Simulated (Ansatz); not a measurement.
Cell and atoms are relaxed with the symmetry kept. Start:

```cif
data_structure
_symmetry_space_group_name_H-M 'Pm-3m'
_symmetry_Int_Tables_number 221
_cell_length_a 2.9916
_cell_length_b 2.9916
_cell_length_c 2.9916
_cell_angle_alpha 90.000
_cell_angle_beta 90.000
_cell_angle_gamma 90.000
_cell_volume 26.77
loop_
_atom_site_label
_atom_site_type_symbol
_atom_site_symmetry_multiplicity
_atom_site_Wyckoff_symbol
_atom_site_fract_x
_atom_site_fract_y
_atom_site_fract_z
_atom_site_occupancy
Al1 Al 1 a 0.00000 0.00000 0.00000 1
Ru1 Ru 1 b 0.50000 0.50000 0.50000 1
```

Computed with Ansatz 0.2.0, DFT PBEsol, scalar-relativistic, plane waves, PAW.

Plane waves to 420 eV, a k mesh through Γ of 14×14×14 on the computed 2-atom cell and Gaussian smearing (0.10 eV); no spin polarisation.

What does it relax to?

The volume decreases by 0.20 Å³/atom to 13.18 Å³/atom, and the energy falls by 2.1 meV/atom. Final structure:
```yaml
crystal:
  lattice:
    - [2.97641, 0.00000, 0.00000]
    - [0.00000, 2.97641, 0.00000]
    - [0.00000, 0.00000, 2.97641]
  atoms:
    - { symbol: Al, position: [0.00000, 0.00000, 0.00000] }
    - { symbol: Ru, position: [0.50000, 0.50000, 0.50000] }
```